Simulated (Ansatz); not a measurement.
Runs of Ansatz 0.2.0 on TaN. The structure is hexagonal, space group P-6m2 (No. 187). The conventional cell has a = 2.938 Å, b = 2.938 Å, c = 2.883 Å, α = 90.00°, β = 90.00°, γ = 120.00°. Around Ta (site symmetry -6m2) lie 6 N at 2.23 Å. Around N (site symmetry -6m2) lie 6 Ta at 2.23 Å. 

```csv
task,level,spin,k mesh,cutoff (eV),atoms under strain,q mesh,points for each segment of the path,gap on the mesh (eV),pressure (GPa),V0 of scaled cells (Å³/atom),B0 (GPa)
equation of state,LDA,off,10 × 10 × 9,420,-,-,-,-,-,(a),382
elastic constants,PBEsol,off,10 × 10 × 8,420,relaxed,-,-,none,-4.9,-,-
phonons,PBEsol,off,10 × 10 × 8,420,-,2 × 2 × 2,8,none,-,-,-
band structure,r2SCAN,off,10 × 10 × 9,500,-,-,14,none,-0.2,-,-
band structure,LDA,off,10 × 10 × 9,420,-,-,14,none,-11.6,-,-
band structure,PBEsol,"SOC, no magnetisation",10 × 10 × 9,420,-,-,14,none,-5.2,-,-
density of states,PBEsol,off,10 × 10 × 8,420,-,-,-,none,-4.9,-,-
equation of state,r2SCAN,off,10 × 10 × 9,500,-,-,-,-,-,10.77,(b)
```

Alike in all rows: potentials or basis Ansatz PAW; cell as given; smearing fermi-dirac 0.05 eV.

Task: Estimate the missing entries.

Result: (a) 10.43; (b) 361.

Caveats: the PAW data sets come from PBE, with cores solved anew for the run's functional, which leaves a small shift of forces and pressure (some runs); the cell was scaled at fixed shape and fractional positions, which overstates the stiffness of a crystal with free parameters, most of all of layers and chains (some runs); spin-orbit coupling is left out, which moves the levels of the heavy elements (some runs); the cell is more than 3 GPa from zero pressure, which shifts response properties (some runs); elastic constants of metals need much finer meshes, so these are rough (some runs); some levels weren't fully converged (some runs); the PAW data sets were made with another functional, which shifts forces and pressure a little (some runs).

A k mesh can miss the band edges, and rows without SOC leave out spin-orbit coupling on Ta.

A gap of «none» marks a metal or a gap under the smearing width.
